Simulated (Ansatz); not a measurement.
Input and command of a plane-wave DFT calculation in Ansatz:

```yaml
crystal:
  lattice:
    - [3.3179375931, 0.0, 0.0]
    - [-1.6589687966, 2.8734182438, 0.0]
    - [0.0, 0.0, 16.65814242]
  atoms:
    - { symbol: W, position: [0.0, 0.0, 0.0] }
    - { symbol: Se, position: [0.3198222975, 0.7035795029, 0.09978652] }
    - { symbol: Se, position: [0.3198222975, 0.7035795029, 0.90021348] }
basis:
  ecutwfc: 420
kpoints:
  mp_grid: { grid: [12, 12, 2] }
hamiltonian:
  xc: pbesol
scf:
  occupations: { method: gaussian, width: 0.05 }
output:
  forces: true
  stress: true
  eigenvalues: true
  write_density: true
  write_potential: true
  elf: true
  volumetric_format: npy
```

```bash
ansatz run input.yaml --threads 1 --pin off --max-ram 2560MiB --backend cpu --events-out ev --progress --plain --runs-dir out
```

Processor: Intel(R) Xeon(R) Processor @ 2.50GHz (Skylake/Cascade Lake), 1 thread, on a host shared with other jobs.

Task: How long does it run, and how much memory does it take?

Result: About 2.1 min on 1 thread of Intel(R) Xeon(R) Processor @ 2.50GHz (Skylake/Cascade Lake), with other jobs on the host, peak memory 0.74 GiB. It solves 28 bands at 148 k points (the mesh reduced by symmetry) with about 3163 plane waves, in 7 SCF iterations.
